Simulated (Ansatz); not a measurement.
# Cd4S: a trial structure relaxed

Aim: relax a trial structure of Cd4S and see where it ends.

Program: Ansatz 0.2.0. Level of theory: DFT PBE, scalar-relativistic, plane waves, PAW. These are calculated values, not measurements.

### 1 The system as given

Symmetry: Im-3m, No. 229, cubic system. The conventional cell has a = 6.122 Å, b = 6.122 Å, c = 6.122 Å, α = 90.00°, β = 90.00°, γ = 90.00°. Around Cd (site symmetry -3m) lie 2 S at 2.65 Å. S (site symmetry m-3m) is surrounded by 8 Cd at 2.65 Å.

Coordinates:

```cif
data_structure
_symmetry_space_group_name_H-M 'Im-3m'
_symmetry_Int_Tables_number 229
_cell_length_a 6.1219
_cell_length_b 6.1219
_cell_length_c 6.1219
_cell_angle_alpha 90.000
_cell_angle_beta 90.000
_cell_angle_gamma 90.000
_cell_volume 229.43
loop_
_atom_site_label
_atom_site_type_symbol
_atom_site_symmetry_multiplicity
_atom_site_Wyckoff_symbol
_atom_site_fract_x
_atom_site_fract_y
_atom_site_fract_z
_atom_site_occupancy
Cd1 Cd 8 c 0.25000 0.25000 0.25000 1
S1 S 2 a 0.00000 0.00000 0.00000 1
```

A structure generator made this guess: species swapped into a database cell of Hg4Pt (Im-3m, No. 229), with Cd on the Hg sites and S on the Pt sites. The dimensions are guesses.

### 2 A first look at the guess

File input.yaml:

```yaml
crystal:
  lattice:
    - [-3.06095025, 3.06095025, 3.06095025]
    - [3.06095025, -3.06095025, 3.06095025]
    - [3.06095025, 3.06095025, -3.06095025]
  atoms:
    - { symbol: Cd, position: [0.5, 0.5, 0.5] }
    - { symbol: Cd, position: [0.5, 0.0, 0.0] }
    - { symbol: Cd, position: [0.0, 0.0, 0.5] }
    - { symbol: Cd, position: [0.0, 0.5, 0.0] }
    - { symbol: S, position: [0.0, 0.0, 0.0] }
basis:
  ecutwfc: 420
kpoints:
  mp_grid: { grid: [4, 4, 4] }
hamiltonian:
  xc: pbe
scf:
  occupations: { method: gaussian, width: 0.1 }
  lower_state_search: "off"
output:
  forces: true
  stress: true
  eigenvalues: true
```

Run with:

```bash
> ansatz run input.yaml --threads 1 --pin off --max-ram 2560MiB --backend cpu --events-out ev --progress --plain --runs-dir out
```

Output (excerpt; [...] marks lines left out):

```text
Warning: RAYON_NUM_THREADS=1 ignored (pool sized by the plan → 1); use --threads N
[...]
Pseudopotentials: kind: paw
Pseudopotential: Cd, paw, valence charge 20, recommended cutoff 420 eV (normal), Cd.paw.azcp
Pseudopotential: S, paw, valence charge 6, recommended cutoff 420 eV (normal), S.paw.azcp
Functional definition: PBE
[...]
Crystal: 5 atoms, lattice volume = 114.717 Å³
Basis set: ecut = 420 eV, 2243 PW (Γ), exchange–correlation on 72×72×72 points (8 copies of the dense FFT grid, shifted against one another)
Bands: 52, of which v1, the nominal top of the filled ones, is band 43 counted from 1 (42 counted from 0)
Symmetry: 48 space group operations
Space group: Im-3m (ITA 229), of the structure as read, at distance tolerance 4.9e-5 Å
k-points: 8 of 64
[...]
SCF iter   1: F=—  HF=-33918.667058 eV  |F-HF|=—  |Δ(HF+E_count)|=         —  Δρ=3.48e-3  dr2=3.27e-2  ethr=1.77e-3  ⟨swp⟩=7.2  Hψ=1507  notcnv=0  defer=3
[...]
SCF iter   6: F=-33918.658998 eV  HF=-33918.658998 eV  |F-HF|=8.11e-9  |Δ(HF+E_count)|=   1.34e-6  Δρ=3.87e-6  dr2=1.47e-8  ethr=1.16e-10  ⟨swp⟩=8.9  Hψ=1810  notcnv=0
[...]
SCF converged after 6 iterations
Free energy (F): -33918.658998 eV
[...]
E sigma→0 (E₀):  -33918.648948 eV
Entropy (-TS):   -0.020100 eV (-4.020 meV/atom)
Fermi energy:    11.437795 eV
[...]
--- Forces (eV/Å), atoms counted from 1 ---
  atom   1  Cd     0.00000000    -0.00000000     0.00000000
  atom   2  Cd     0.00000000    -0.00000000    -0.00000000
  atom   3  Cd     0.00000000    -0.00000000    -0.00000000
  atom   4  Cd     0.00000000    -0.00000000    -0.00000000
  atom   5  S     -0.00000000     0.00000000     0.00000000
[...]
--- Stress (GPa, compression-positive) ---
        6.751673       0.000000      -0.000000
       -0.000000       6.751673      -0.000000
       -0.000000      -0.000000       6.751673
  P = ⅓ Tr σ = 6.7517 GPa (67.517 kbar)
--- Band table (eV; the first three rows and the last of 8) ---
[...]
```

Run time: 6.8 s. Hardware: 1 thread of Intel Xeon at 2.70GHz, shared host; peak memory 0.38 GiB.

Read-out: pressure 6.8 GPa, largest force 0.00 eV/Å, gap on this mesh none (metal). A cheap, loose relaxation comes first.

### 3 Coarse relaxation

Edit input.yaml of step 2 so:

```diff
@@ -24 +24,6 @@
   eigenvalues: true
+relax:
+  adjacent_minimum: "off"
+  f_tol: 0.04
+  max_steps: 70
+  cell: { stress_tol: 0.4 }
```

Run with:

```bash
> ansatz run input.yaml --threads 1 --pin off --max-ram 2560MiB --backend cpu --events-out ev --progress --plain --runs-dir out
```

Output:

```text
Warning: RAYON_NUM_THREADS=1 ignored (pool sized by the plan → 1); use --threads N
Engine: ansatz 0.2.0, x86_64-unknown-linux-gnu
[... 4 set-up lines as earlier in the session ...]
  parameter kappa = 0.804
  parameter beta = 0.06672455060314922
  exchange = pbe_x(kappa = kappa, mu = beta*pi^2/3)
  correlation = pbe_c(beta = beta)
Crystal: 5 atoms, lattice volume = 114.717 Å³
Basis set: ecut = 420 eV, 2243 PW (Γ), exchange–correlation on 72×72×72 points (8 copies of the dense FFT grid, shifted against one another)
Bands: 52, of which v1, the nominal top of the filled ones, is band 43 counted from 1 (42 counted from 0)
[... 2 set-up lines as earlier in the session ...]
k-points: 8 of 64
Non-local potential: Cd, projectors of the file, l = 0: 3, l = 1: 2, l = 2: 2, l = 3: 1
Non-local potential: S, projectors of the file, l = 0: 2, l = 1: 2, l = 2: 2
PAW form: soft (Blöchl's): semilocal exchange-correlation on the pseudo side does not see the compensation charge
PAW one-centre angular grid: Cd, 590 points (default); XC on 64 Gauss nodes
PAW one-centre angular grid: S, 110 points (default); XC on 64 Gauss nodes
Initial density: superposition of atomic densities (neutral atoms: chi_scale 0, normalization atom), corrected by the library's trained network
Initial wavefunctions: pseudopotential atomic-orbital guess
Functional: x = pbe(κ = 0.804, μ = 0.2195149727645171), c = pbe(β = 0.06672455060314922)
SCF iter   1: F=—  HF=-33918.667058 eV  |F-HF|=—  |Δ(HF+E_count)|=         —  Δρ=3.48e-3  dr2=3.27e-2  ethr=1.77e-3  ⟨swp⟩=7.2  Hψ=1507  notcnv=0  defer=3
preconditioner: auto → LDOS  [metal: Δε(μ)=0.046 eV  Ē_g=12.034 eV  σ=0.100 eV  W_gap=0.26  n_scr=42 (ndim 8)  ℏωp=25.5 eV  f_vac=0.029  D(μ)=3.99/eV (n_scr^D=18)  β→1.0]
SCF iter   2: F=—  HF=-33918.661722 eV  |F-HF|=—  |Δ(HF+E_count)|=   5.34e-3  Δρ=2.57e-3  dr2=9.37e-3  ethr=3.80e-5  ⟨swp⟩=2.0  Hψ=692  notcnv=0  defer=7
SCF iter   3: F=—  HF=-33918.660774 eV  |F-HF|=—  |Δ(HF+E_count)|=   9.48e-4  Δρ=2.24e-3  dr2=4.99e-3  ethr=1.09e-5  ⟨swp⟩=2.0  Hψ=703  notcnv=0  defer=7
SCF iter   4: F=—  HF=-33918.659062 eV  |F-HF|=—  |Δ(HF+E_count)|=   1.71e-3  Δρ=2.38e-4  dr2=9.99e-5  ethr=5.81e-6  ⟨swp⟩=2.1  Hψ=616  notcnv=0  defer=7
SCF iter   5: F=—  HF=-33918.658996 eV  |F-HF|=—  |Δ(HF+E_count)|=   6.58e-5  Δρ=3.05e-5  dr2=5.82e-7  ethr=1.16e-7  ⟨swp⟩=2.0  Hψ=594  notcnv=0  defer=7
SCF iter   6: F=-33918.658998 eV  HF=-33918.658998 eV  |F-HF|=8.11e-9  |Δ(HF+E_count)|=   1.34e-6  Δρ=3.87e-6  dr2=1.47e-8  ethr=1.16e-10  ⟨swp⟩=8.9  Hψ=1810  notcnv=0
SCF 1 converged in 6 iterations: F = -33918.658998 eV  dr2 = 1.47e-8
relax step   1: F+E_penalty+E_count = -33918.65899780 eV  Δ(F+E_penalty+E_count) = +0.000e0 eV  max|allowed force component| = 2.871e-29 eV/Å  Δτ_max = 0.0000 Å  P = +6.752 GPa  Ω = 114.717 Å³  (6 SCF iters, dr2 threshold 1.00e-7 eV, accepted)
Crystal: 5 atoms, lattice volume = 132.432 Å³
Basis set: ecut = 420 eV, 2587 PW (Γ), exchange–correlation on 72×72×72 points (8 copies of the dense FFT grid, shifted against one another)
Initial density: handed on by an earlier stage of this run
Initial wavefunctions: those handed on with the density
iter 1 solved again at ethr=3.97e-5 eV; its pass at ethr=3.10e-3 eV (dr2=3.42e-2 eV) is discarded
SCF iter   1: F=—  HF=-33918.958194 eV  |F-HF|=—  |Δ(HF+E_count)|=         —  Δρ=4.32e-3  dr2=3.48e-2  ethr=3.97e-5  ⟨swp⟩=1.5  Hψ=2036  notcnv=0
preconditioner: auto → LDOS  [insulator: Δε(μ)=0.423 eV  Ē_g=11.533 eV  σ=0.100 eV  W_gap=0.66  n_scr=42 (ndim 8)  ℏωp=23.7 eV  f_vac=0.044  D(μ)=5.74/eV (n_scr^D=54)  ε∞_Penn≈5.2  β→1.0]
SCF iter   2: F=—  HF=-33918.954741 eV  |F-HF|=—  |Δ(HF+E_count)|=   3.45e-3  Δρ=5.15e-3  dr2=2.52e-2  ethr=3.97e-5  ⟨swp⟩=2.0  Hψ=794  notcnv=0
SCF iter   3: F=—  HF=-33918.948028 eV  |F-HF|=—  |Δ(HF+E_count)|=   6.71e-3  Δρ=1.10e-3  dr2=2.76e-3  ethr=2.93e-5  ⟨swp⟩=2.0  Hψ=755  notcnv=0
SCF iter   4: F=—  HF=-33918.947728 eV  |F-HF|=—  |Δ(HF+E_count)|=   3.00e-4  Δρ=2.48e-4  dr2=2.89e-4  ethr=3.21e-6  ⟨swp⟩=2.0  Hψ=596  notcnv=0
SCF iter   5: F=—  HF=-33918.947668 eV  |F-HF|=—  |Δ(HF+E_count)|=   5.99e-5  Δρ=6.28e-5  dr2=1.23e-5  ethr=3.36e-7  ⟨swp⟩=2.0  Hψ=433  notcnv=0
SCF iter   6: F=-33918.947667 eV  HF=-33918.947667 eV  |F-HF|=7.02e-8  |Δ(HF+E_count)|=   7.89e-7  Δρ=1.18e-5  dr2=3.19e-7  ethr=5.81e-10  ⟨swp⟩=7.1  Hψ=1879  notcnv=0
SCF 2 converged in 6 iterations: F = -33918.947667 eV  dr2 = 3.19e-7
relax step   2: F+E_penalty+E_count = -33918.94766706 eV  Δ(F+E_penalty+E_count) = -2.887e-1 eV  max|allowed force component| = 9.330e-29 eV/Å  Δτ_max = 0.0000 Å  P = -0.349 GPa  Ω = 132.432 Å³  energy of the carried Pulay correction = -5.463e-3 eV  (6 SCF iters, dr2 threshold 5.00e-7 eV, accepted)
Basis set: ecut = 420 eV, 2587 PW (Γ), exchange–correlation on 80×80×80 points (8 copies of the dense FFT grid, shifted against one another)
Initial wavefunctions: pseudopotential atomic-orbital guess (no wavefunctions were taken with the density)
iter 1 solved again at ethr=5.16e-8 eV; its pass at ethr=3.10e-3 eV (dr2=4.44e-5 eV) is discarded
SCF iter   1: F=—  HF=-33918.951531 eV  |F-HF|=—  |Δ(HF+E_count)|=         —  Δρ=2.60e-4  dr2=1.55e-5  ethr=5.16e-8  ⟨swp⟩=3.0  Hψ=2555  notcnv=0
preconditioner: auto → LDOS  [insulator: Δε(μ)=0.430 eV  Ē_g=11.459 eV  σ=0.100 eV  W_gap=0.60  n_scr=42 (ndim 8)  ℏωp=23.7 eV  f_vac=0.051  D(μ)=5.56/eV (n_scr^D=42)  ε∞_Penn≈5.3  β→1.0]
SCF iter   2: F=—  HF=-33918.951569 eV  |F-HF|=—  |Δ(HF+E_count)|=   3.80e-5  Δρ=1.15e-4  dr2=1.02e-5  ethr=1.80e-8  ⟨swp⟩=2.0  Hψ=756  notcnv=0
SCF iter   3: F=—  HF=-33918.951565 eV  |F-HF|=—  |Δ(HF+E_count)|=   3.81e-6  Δρ=4.66e-5  dr2=2.02e-6  ethr=1.19e-8  ⟨swp⟩=2.0  Hψ=754  notcnv=0
SCF iter   4: F=—  HF=-33918.951554 eV  |F-HF|=—  |Δ(HF+E_count)|=   1.12e-5  Δρ=1.21e-5  dr2=1.52e-7  ethr=2.35e-9  ⟨swp⟩=2.0  Hψ=576  notcnv=0
SCF iter   5: F=—  HF=-33918.951554 eV  |F-HF|=—  |Δ(HF+E_count)|=   4.39e-8  Δρ=1.61e-6  dr2=3.88e-9  ethr=1.77e-10  ⟨swp⟩=2.1  Hψ=641  notcnv=0
SCF iter   6: F=-33918.951554 eV  HF=-33918.951554 eV  |F-HF|=1.46e-11  |Δ(HF+E_count)|=  5.89e-10  Δρ=1.13e-7  dr2=2.31e-11  ethr=3.72e-12  ⟨swp⟩=5.2  Hψ=1424  notcnv=0
SCF 3 converged in 6 iterations: F = -33918.951554 eV  dr2 = 2.31e-11
relax step   3: F+E_penalty+E_count = -33918.95155419 eV  Δ(F+E_penalty+E_count) = -3.887e-3 eV  max|allowed force component| = 4.018e-29 eV/Å  Δτ_max = 0.0000 Å  P = -0.369 GPa  Ω = 132.432 Å³  stress off target by 3.69e-1 GPa  SCF on the basis re-selected at this cell (its energy is not comparable with the rows above)  (6 SCF iters)
basis re-selected at this cell: Δ(F+E_penalty+E_count) = -3.887e-3 eV, ΔP = -0.020 GPa vs the last step (what re-selecting the basis moved, of the pressure what is left beyond the Pulay correction that the steps carried, after the strain that the cell walked since its last selection, with what the two solves' SCF thresholds leave and, on support functions, any second-order correction that the steps lacked; it is no measure of the basis error at this ecutwfc). The dense FFT grid was sized anew with the basis: this SCF ran on 40×40×40 points, the steps before it on 36×36×36, so part of this shift can come from that change (see relax.cell in the input reference). This SCF's stress stands 3.69e-1 GPa from its target on what of the cell is left free (relax.cell.stress_tol is 4.00e-1 GPa) and its largest allowed force component is 4.02e-29 eV/Å (relax.f_tol is 4.00e-2 eV/Å): within both
SCF converged after 6 iterations
Free energy (F): -33918.951554 eV
Harris-Foulkes:  -33918.951554 eV  (|F-HF|=1.46e-11)
Internal energy: -33918.923778 eV  (E = F + TS)
E sigma→0 (E₀):  -33918.937666 eV
Entropy (-TS):   -0.027776 eV (-5.555 meV/atom)
Fermi energy:    9.256897 eV
--- Per-component energies (eV) ---
  E_band       = -1927.219585
  E_kinetic    = 2123.328248
  E_local      = -14346.698527  (includes V_loc(G=0)·N_el)
  E_nonlocal   = 159.737411
  E_hartree    = 6635.777355
  E_xc         = -801.831486
  E_vxc        = -970.880403  (∫ρ·V_xc dr)
  E_paw        = -16931.871183  (= ΣΔE_a)
  E_vpaw       = -2164.261564  (= ΣTr[D̂ρ^β])
  E_aug_tail   = 0.000056  (compensation charges beyond the density's cutoff)
  E_ewald      = -10757.365653
  E_smearing   = -0.027776  (= −TS)
  E_closure    = 0.000000  (closes the sum)
  Σ components = -33918.951554   (vs F -33918.951554, Δ=0.00e0)
--- Forces (eV/Å), atoms counted from 1 ---
  atom   1  Cd     0.00000000     0.00000000     0.00000000
  atom   2  Cd     0.00000000    -0.00000000    -0.00000000
  atom   3  Cd     0.00000000     0.00000000    -0.00000000
  atom   4  Cd     0.00000000    -0.00000000     0.00000000
  atom   5  S     -0.00000000     0.00000000    -0.00000000
  max |Σ_I F_I| component: 1.79e-28 eV/Å
--- Stress (GPa, compression-positive) ---
       -0.368847       0.000000       0.000000
        0.000000      -0.368847       0.000000
       -0.000000       0.000000      -0.368847
  P = ⅓ Tr σ = -0.3688 GPa (-3.688 kbar)
--- Band table (eV; the first three rows and the last of 8) ---
  k-point 0: bands = ["-93.0005", "-92.9994", "-92.9994", "-92.9994", "-54.0655", "-54.0655", "-54.0655", "-54.0616", "-54.0616", "-54.0616", "-54.0518", "-54.0518", "-54.0495", "-54.0495", "-54.0495", "-54.0435", "-4.2274", "0.5581", "0.5581", "0.7537", "0.7537", "0.8455", "0.8455", "0.8455", "1.1434", "1.1434", "1.1434", "1.2196", "1.2196", "1.2196", "1.2257", "1.4081", "1.4081", "1.4081", "1.6573", "1.6573", "1.6573", "4.9512", "5.2688", "5.2688", "5.2688", "9.7635", "9.7635", "9.7635", "10.7923", "10.7923", "10.7923", "14.3755", "14.3755", "14.6318", "14.6318", "14.6318"]
  k-point 1: bands = ["-93.0003", "-92.9995", "-92.9994", "-92.9994", "-54.0648", "-54.0648", "-54.0635", "-54.0609", "-54.0609", "-54.0598", "-54.0538", "-54.0527", "-54.0509", "-54.0509", "-54.0490", "-54.0449", "-4.1136", "0.6079", "0.6753", "0.7798", "0.8216", "0.8436", "0.9076", "0.9449", "0.9682", "1.0752", "1.1388", "1.1471", "1.2229", "1.2273", "1.2318", "1.3552", "1.3670", "1.3769", "1.4431", "1.5459", "1.5587", "4.0196", "5.2850", "5.4159", "6.4934", "8.6391", "8.8606", "10.5168", "10.8891", "11.7291", "12.9352", "13.4044", "13.7512", "14.8231", "15.3124", "16.0895"]
  k-point 2: bands = ["-92.9999", "-92.9999", "-92.9994", "-92.9994", "-54.0643", "-54.0643", "-54.0596", "-54.0595", "-54.0586", "-54.0586", "-54.0558", "-54.0558", "-54.0528", "-54.0528", "-54.0474", "-54.0474", "-3.9891", "0.5690", "0.7218", "0.7939", "0.9097", "0.9152", "0.9998", "1.0278", "1.0390", "1.0507", "1.0954", "1.1031", "1.1057", "1.1241", "1.2634", "1.2731", "1.3106", "1.3213", "1.3549", "1.4036", "1.4067", "3.8325", "5.2906", "5.5520", "6.4046", "8.1368", "9.6679", "11.1153", "11.1693", "11.6768", "12.8592", "14.1640", "14.2613", "14.3441", "15.9734", "16.8643"]
  k-point 7: bands = ["-92.9999", "-92.9999", "-92.9999", "-92.9988", "-54.0665", "-54.0665", "-54.0628", "-54.0628", "-54.0628", "-54.0586", "-54.0527", "-54.0527", "-54.0527", "-54.0463", "-54.0463", "-54.0463", "-3.7382", "0.4642", "0.4642", "0.4642", "0.6405", "0.6405", "0.6405", "0.9948", "0.9948", "0.9948", "1.1232", "1.1232", "1.1232", "1.1823", "1.1823", "1.1823", "1.3944", "1.4462", "1.4462", "1.6725", "1.6725", "4.9439", "4.9439", "4.9439", "8.0277", "8.0277", "10.5997", "10.5997", "10.5997", "11.9850", "12.5218", "12.5218", "12.5218", "14.0566", "18.7373", "18.7373"]
--- Relaxed structure (2 steps of the walk, 2 accepted, 1 SCFs on fresh bases) ---
  F+E_penalty+E_count = -33918.95155419 eV   max|allowed force component| = 4.018e-29 eV/Å   (the final SCF, on the basis selected at the relaxed cell)
  cell:  # Å, volume = 132.4318 Å³
    - [-3.211028392570437, 3.211028392570437, 3.211028392570437]
    - [3.211028392570437, -3.211028392570437, 3.211028392570437]
    - [3.211028392570437, 3.211028392570437, -3.211028392570437]
  atoms:
    - { symbol: Cd, position: [0.5, 0.5, 0.5] }
    - { symbol: Cd, position: [0.5, 0.0, 0.0] }
    - { symbol: Cd, position: [0.0, 0.0, 0.5] }
    - { symbol: Cd, position: [0.0, 0.5, 0.0] }
    - { symbol: S, position: [-2.1104198024122915e-35, -9.818039950352832e-35, -9.752498962700277e-35] }
```

Run time: 14 s. Hardware: 1 thread of Intel Xeon at 2.70GHz, shared host; peak memory 0.42 GiB.

Relaxation path:

```
step  E - E(step 1) (eV/cell)  largest force component (eV/Å)  pressure (GPa)  volume (Å³)
   1                   0.0000                          0.0000            6.75       114.72
   2                  -0.2887                          0.0000           -0.35       132.43
   3                  -0.2926                          0.0000           -0.37       132.43
```

Step 1 is the start. Step 3 repeats the geometry before it on a plane-wave basis chosen anew for that cell, so its energy need not be comparable with the rows above.

Lengths and angles in the start's conventional setting:

|  | before | after | change |
| --- | --- | --- | --- |
| a (Å) | 6.122 | 6.422 | +4.9 % |
| b (Å) | 6.122 | 6.422 | +4.9 % |
| c (Å) | 6.122 | 6.422 | +4.9 % |
| volume (Å³/atom) | 22.94 | 26.49 | +15.4 % |
| shortest distance (Å) | 2.651 | 2.781 | +4.9 % |
| space group (0.01 Å) | Im-3m | Im-3m | same |

The run keeps the 48 symmetry operations of the start, so it could not have lowered the symmetry.

### 4 Relaxation on the finer mesh

The end of the coarse run is made exact in the group found at a tolerance of 0.06 Å and reduced to its primitive cell.

File input.yaml:

```yaml
crystal:
  lattice:
    - [-3.2110283926, 3.2110283926, 3.2110283926]
    - [3.2110283926, -3.2110283926, 3.2110283926]
    - [3.2110283926, 3.2110283926, -3.2110283926]
  atoms:
    - { symbol: Cd, position: [0.5, 0.5, 0.5] }
    - { symbol: Cd, position: [0.5, 0.0, 0.0] }
    - { symbol: Cd, position: [0.0, 0.0, 0.5] }
    - { symbol: Cd, position: [0.0, 0.5, 0.0] }
    - { symbol: S, position: [0.0, 0.0, 0.0] }
basis:
  ecutwfc: 420
kpoints:
  mp_grid: { grid: [8, 8, 8] }
hamiltonian:
  xc: pbe
scf:
  occupations: { method: gaussian, width: 0.1 }
output:
  forces: true
  stress: true
  eigenvalues: true
relax:
  adjacent_minimum: "off"
  f_tol: 0.01
  max_steps: 80
  cell: { stress_tol: 0.05 }
```

Run with:

```bash
> ansatz run input.yaml --threads 1 --pin off --max-ram 2560MiB --backend cpu --events-out ev --progress --plain --runs-dir out
```

Output (excerpt; [...] marks lines left out):

```text
Warning: RAYON_NUM_THREADS=1 ignored (pool sized by the plan → 1); use --threads N
[...]
[... 4 set-up lines as earlier in the session ...]
[...]
Crystal: 5 atoms, lattice volume = 132.432 Å³
Basis set: ecut = 420 eV, 2587 PW (Γ), exchange–correlation on 80×80×80 points (8 copies of the dense FFT grid, shifted against one another)
Bands: 52, of which v1, the nominal top of the filled ones, is band 43 counted from 1 (42 counted from 0)
[... 1 set-up line as earlier in the session ...]
Space group: Im-3m (ITA 229), of the structure as read, at distance tolerance 5.1e-5 Å
k-points: 29 of 512
[...]
SCF iter   1: F=—  HF=-33918.949458 eV  |F-HF|=—  |Δ(HF+E_count)|=         —  Δρ=2.36e-3  dr2=1.62e-2  ethr=1.77e-3  ⟨swp⟩=7.1  Hψ=5401  notcnv=0  defer=8
[...]
  atom   5  S     -0.00000000     0.00000000     0.00000000
[...]
--- Stress (GPa, compression-positive) ---
        0.007253       0.000000       0.000000
        0.000000       0.007253       0.000000
        0.000000      -0.000000       0.007253
  P = ⅓ Tr σ = 0.0073 GPa (0.073 kbar)
--- Band table (eV; the first three rows and the last of 29) ---
[...]
--- Relaxed structure (2 steps of the walk, 2 accepted, 1 SCFs on fresh bases) ---
  F+E_penalty+E_count = -33918.94721131 eV   max|allowed force component| = 3.900e-29 eV/Å   (the final SCF, on the basis selected at the relaxed cell)
  cell:  # Å, volume = 132.6913 Å³
    - [-3.213123655519299, 3.213123655519299, 3.213123655519299]
    - [3.213123655519299, -3.213123655519299, 3.213123655519299]
    - [3.213123655519299, 3.213123655519299, -3.213123655519299]
  atoms:
    - { symbol: Cd, position: [0.5, 0.5, 0.5] }
    - { symbol: Cd, position: [0.5, 0.0, 0.0] }
    - { symbol: Cd, position: [0.0, 0.0, 0.5] }
    - { symbol: Cd, position: [0.0, 0.5, 0.0] }
    - { symbol: S, position: [-1.0347870812920116e-37, 6.657781032463697e-37, 4.568682585326994e-37] }
```

Wall time 33 s (1 thread of Intel Xeon at 2.70GHz, shared host); peak memory 0.49 GiB.

Step by step:

| step | energy from step 1 (eV/cell) | largest force component (eV/Å) | pressure (GPa) | volume (Å³) |
| --- | --- | --- | --- | --- |
| 1 | 0.0000 | 0.0000 | 0.07 | 132.43 |
| 2 | 0.0000 | 0.0000 | 0.01 | 132.69 |
| 3 | -0.0001 | 0.0000 | 0.01 | 132.69 |

Step 1 is the start. Step 3 repeats the geometry before it on a plane-wave basis chosen anew for that cell, so its energy need not be comparable with the rows above.

Lengths and angles in the start's conventional setting:

|  | before | after | change |
| --- | --- | --- | --- |
| a (Å) | 6.422 | 6.426 | +0.1 % |
| b (Å) | 6.422 | 6.426 | +0.1 % |
| c (Å) | 6.422 | 6.426 | +0.1 % |
| volume (Å³/atom) | 26.49 | 26.54 | +0.2 % |
| shortest distance (Å) | 2.781 | 2.783 | +0.1 % |
| space group (0.01 Å) | Im-3m | Im-3m | same |

The run keeps the 48 symmetry operations of the start, so it could not have lowered the symmetry.

### 5 Summary of results

| quantity | value |
| --- | --- |
| symmetry at the end (tolerance 0.05 Å) | space group Im-3m (No. 229) |
| conventional cell | a = 6.426 Å, b = 6.426 Å, c = 6.426 Å, α = 90.00°, β = 90.00°, γ = 90.00° |
| volume | 26.54 Å³/atom |
| energy over the elements | +0.18 eV/atom |
| gap on the mesh | none (metal) |

What this shows: The space group Im-3m (No. 229) is kept, and the volume per atom grows by 15.7 % from the first guess. The formation energy is positive, so the separate elements lie lower. No finished test with a distortion of lower symmetry is shown, so the end may be a saddle point. The final runs have no spin polarisation, so no magnetic state was tried and one may lie lower.
